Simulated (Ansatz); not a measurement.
# Pressure coefficients of Eu

```yaml
crystal:
  lattice:
    - [-2.24380, 2.24380, 2.24380]
    - [2.24380, -2.24380, 2.24380]
    - [2.24380, 2.24380, -2.24380]
  atoms:
    - { symbol: Eu, position: [0.00000, 0.00000, 0.00000] }
```

The cell is the one relaxed in the Materials Project (mp-20071), not relaxed further here; entries there can be hypothetical.

Semilocal functionals without a Hubbard term describe localised f shells poorly; where the shell is localised, the real material differs.

Other magnetic orders may lie lower; this is the state that the run reached.

No spin–orbit coupling, which matters for the heavy atoms here.

Method: DFT, PBEsol, all-electron LAPW, scalar-relativistic (Ansatz 0.2.0).

Sampling and basis: a Γ-centred 10×10×10 k mesh, Fermi–Dirac smearing of 0.05 eV, basis error target 1 meV/atom, spin-polarised from start moments Eu 7 μB.

The cell is scaled evenly with fractional coordinates held.

```json
{"V/V(cell)": "0.9500", "P (GPa)": "-1.50", "cell moment (μB)": "7.327"}
{"V/V(cell)": "0.9750", "P (GPa)": "-1.75", "cell moment (μB)": "7.346"}
{"V/V(cell)": "1.0000", "P (GPa)": "-1.97", "cell moment (μB)": "7.363"}
{"V/V(cell)": "1.0250", "P (GPa)": "-2.17", "cell moment (μB)": "7.379"}
```

(1) From the rows at 0.9750 and 1.0250, what is the bulk modulus at the cell's volume?

(2) How does the moment scale with volume?

(3) Predict the row at V/V(cell) = 1.0500. How far is a linear estimate of P off?

Results:

(1) B = −ΔP/Δln V = −[(-2.17) − (-1.75)]/0.05001 = 8.4 GPa. This is the modulus at -1.97 GPa, not at zero pressure.

(2) dln M/dln V = ln(7.379/7.346)/0.05001 = 0.09: the moment hardly moves, as with a saturated or integer moment.

(3) P = -2.34 GPa, moment 7.394 μB. The linear estimate P(cell) − B ln(V/V(cell)) = -2.38 GPa misses by 0.04 GPa, since the modulus falls on expansion.
